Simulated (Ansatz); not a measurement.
**SiC: band gap under strain**

How does strain move the band edges of SiC (wurtzite), and do the functionals agree on it? States: no strain; -0.5 % biaxial strain in x and y, free along z; +0.5 % strain along x alone.

The runs shown are made with Ansatz 0.2.0. PAW datasets, plane waves. Computed at 0 K without zero-point motion; spin polarisation is off.

## (1) Starting point

The unstrained cell was relaxed with r2SCAN; in each strained cell the atoms were relaxed again with r2SCAN. Names of k-points are those of the unstrained zone, where strain can split equivalent points. First state: no strain.

It is hexagonal, P6_3mc (No. 186); a = 3.075 Å, c = 5.048 Å in the conventional setting, 10.34 Å³ an atom. Around Si lie 4 C at 1.88–1.90 Å; around C lie 4 Si at 1.88–1.90 Å.

The structure in full:

```xyz
4
Lattice="3.0754 0.0000 0.0000 -1.5377 2.6633 0.0000 0.0000 0.0000 5.0481" Properties=species:S:1:pos:R:3 pbc="T T T"
Si    0.0000    1.7756   -0.0021
Si    1.5377    0.8878    2.5220
C     0.0000    1.7756    1.8951
C     1.5377    0.8878    4.4192
```

## (2) No strain: PBE

The input, input.yaml:

```yaml
crystal:
  lattice:
    - [3.0753562433, 0.0, 0.0]
    - [-1.5376781217, 2.6633366324, 0.0]
    - [0.0, 0.0, 5.0481080951]
  atoms:
    - { symbol: Si, position: [0.3333333333, 0.6666666667, -0.0004084047] }
    - { symbol: Si, position: [0.6666666667, 0.3333333333, 0.4995915953] }
    - { symbol: C, position: [0.3333333333, 0.6666666667, 0.3754084047] }
    - { symbol: C, position: [0.6666666667, 0.3333333333, 0.8754084047] }
kpoints:
  mp_grid: { grid: [12, 12, 6] }
  band_path:
    path:
      - [0.0, 0.0, 0.0]
      - [0.5, 0.0, 0.0]
      - [0.3333333333, 0.3333333333, 0.0]
      - [0.0, 0.0, 0.5]
      - [0.5, 0.0, 0.5]
      - [0.3333333333, 0.3333333333, 0.5]
    npoints: 1
hamiltonian:
  xc: pbe
scf:
  occupations: { method: fermi_dirac, width: 0.02 }
  n_extra_bands: 5
output:
  forces: true
  stress: true
  eigenvalues: true
  write_density: true
  write_potential: true
  elf: true
  volumetric_format: npy
```

On the command line:

```
$ ansatz run input.yaml --threads 2 --pin off --max-ram 2211MiB --backend cpu --events-out ev --progress --plain --runs-dir out
```

The runs that follow: No strain: r2SCAN; No strain: HSE06; -0.5 % biaxial strain in x and y, free along z: PBE; -0.5 % biaxial strain in x and y, free along z: r2SCAN; -0.5 % biaxial strain in x and y, free along z: HSE06; +0.5 % strain along x alone: PBE; +0.5 % strain along x alone: r2SCAN; +0.5 % strain along x alone: HSE06.

Before running it: what results should come out?

As calculated:

Least gap in eV (negative: overlap), with the change from the unstrained cell in brackets:

| state | volume change (%) | PBE | r2SCAN | HSE06 |
| --- | --- | --- | --- | --- |
| no strain | +0.0 | 2.28 | 2.65 | 3.16 |
| -0.5 % biaxial strain in x and y, free along z | -0.9 | 2.22 (-0.06) | 2.59 (-0.06) | 3.10 (-0.06) |
| +0.5 % strain along x alone | +0.5 | 2.28 (+0.00) | 2.66 (+0.01) | 3.16 (+0.00) |

The largest move of the HSE06 gap in the table is -0.059 eV, under -0.5 % biaxial strain in x and y, free along z. PBE and HSE06 differ by 0.88 eV on the unstrained gap, and by at most 0.00 eV on its change: the two disagree on the size of the gap but agree on its response to strain.
